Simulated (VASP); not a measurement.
# MgO: equation of state with PBE

MgO:

```
Mg O
1.0
     2.93802    0.00000    0.00000
    -1.46901    2.54440    0.00000
     0.00000    0.00000    2.67968
Mg O
1 1
Direct
  0.00000 0.00000 0.00000
  0.33333 0.66667 0.50000
```

Measurements of this composition are mostly on another form, of space group No. 225.

```yaml
Program: VASP 6.6.1
Task: equation of state
Functional: PBE
Potentials_or_basis: VASP PAW PBE potentials, release 64 (Mg, O)
Cutoff: 520 eV
k_mesh: 10 × 10 × 10
Occupations: fermi-dirac, width 0.05 eV
Spin: no spin polarisation
```

```yaml
Equilibrium_volume: 9.98 Å³/atom
Bulk_modulus_at_fixed_shape_and_positions: 140 GPa
Pressure_derivative_of_the_bulk_modulus: 4.1
```

Energy against volume, from the lowest point:
| volume (Å³/atom) | energy (meV/atom) |
| --- | --- |
| 9.415 | 15.45 |
| 9.615 | 6.20 |
| 9.816 | 1.18 |
| 10.016 | 0.00 |
| 10.216 | 2.26 |
| 10.417 | 7.63 |
| 10.617 | 15.82 |

All runs of the series together: 52 s on 1 thread of Intel(R) Xeon(R) Platinum 8488C (Sapphire Rapids), on a shared host.

Caveat: the cell was scaled at fixed shape and fractional positions, which overstates the stiffness of a crystal with free parameters, most of all of layers and chains.
